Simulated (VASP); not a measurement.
# Na: restarted molecular dynamics, 2 variants

Na, C2/m (no. 12), 18 atoms in the cell. PBE, molecular dynamics; PAW potentials Na (PBE set).

| Restart from | Temperature at the end (K) | The same without a restart (K) | Potential energy at the end (eV/atom) | The same without a restart (eV/atom) | Electronic steps in the first step after the restart | Time (s) |
|---|---|---|---|---|---|---|
| CONTCAR with velocities, WAVECAR read | 839.0 | 839.0 | -1.23200 | -1.23200 | 4 | 178 |
| CONTCAR with velocities, no WAVECAR | 839.0 | 839.0 | -1.23200 | -1.23200 | 13 | 188 |

Limits: 120 fs of 18 atoms are too short for converged averages.

## Input of the first row

INCAR.step1:
```
SYSTEM = Na
  GGA = PE
  PREC = Normal
  ENCUT = 200
  EDIFF = 1E-6
  NELMIN = 4
  NELM = 60
  ALGO = Fast
  LREAL = Auto
  LASPH = .True.
  ISMEAR = -1
  SIGMA = 0.069
  ISYM = 0
  LWAVE = .True.
  LCHARG = .False.
  IBRION = 0
  NSW = 30
  POTIM = 2.0
  TEBEG = 1600
  ISIF = 2
  RANDOM_SEED = 654721 0 0
  MDALGO = 2
  SMASS = -3
  KPAR = 2
```

INCAR.step2, as INCAR.step1 but for:
```
- LWAVE = .True.
+ LWAVE = .False.
```

KPOINTS:
```
k-points
0
Monkhorst-Pack
  2 2 2
```

POSCAR.step1:
```
Na
1.0
    6.3933040894     -3.7131040588      0.0000000000
    9.5899561341      5.5696560882      0.0000000000
   -2.1744518352      0.0000000000      9.3648511597
Na
18
Direct
    0.3887925000      0.2591950000      0.3333240000
    0.3887925000      0.5925283333      0.3333240000
    0.3887925000      0.9258616667      0.3333240000
    0.8887925000      0.2591950000      0.3333240000
    0.8887925000      0.5925283333      0.3333240000
    0.8887925000      0.9258616667      0.3333240000
    0.1112075000      0.0741383333      0.6666760000
    0.1112075000      0.4074716667      0.6666760000
    0.1112075000      0.7408050000      0.6666760000
    0.6112075000      0.0741383333      0.6666760000
    0.6112075000      0.4074716667      0.6666760000
    0.6112075000      0.7408050000      0.6666760000
    0.0000000000      0.0000000000      0.0000000000
    0.0000000000      0.3333333333      0.0000000000
    0.0000000000      0.6666666667      0.0000000000
    0.5000000000      0.0000000000      0.0000000000
    0.5000000000      0.3333333333      0.0000000000
    0.5000000000      0.6666666667      0.0000000000
```

Commands (each step's output is kept before the next begins):
```
cat potpaw_PBE.64/Na/POTCAR > POTCAR
cp INCAR.step1 INCAR
cp POSCAR.step1 POSCAR
mpirun -np 2 vasp_std > vasp.out
cp CONTCAR POSCAR
cp INCAR.step2 INCAR
mpirun -np 2 vasp_std > vasp.out
```

Changes of the last row against the first:
```
(step 1)
- LWAVE = True
+ LWAVE = False
```

VASP 6.6.1 took 178 s on 2 cores (AMD EPYC 7R13 (Zen 3)), a shared host.
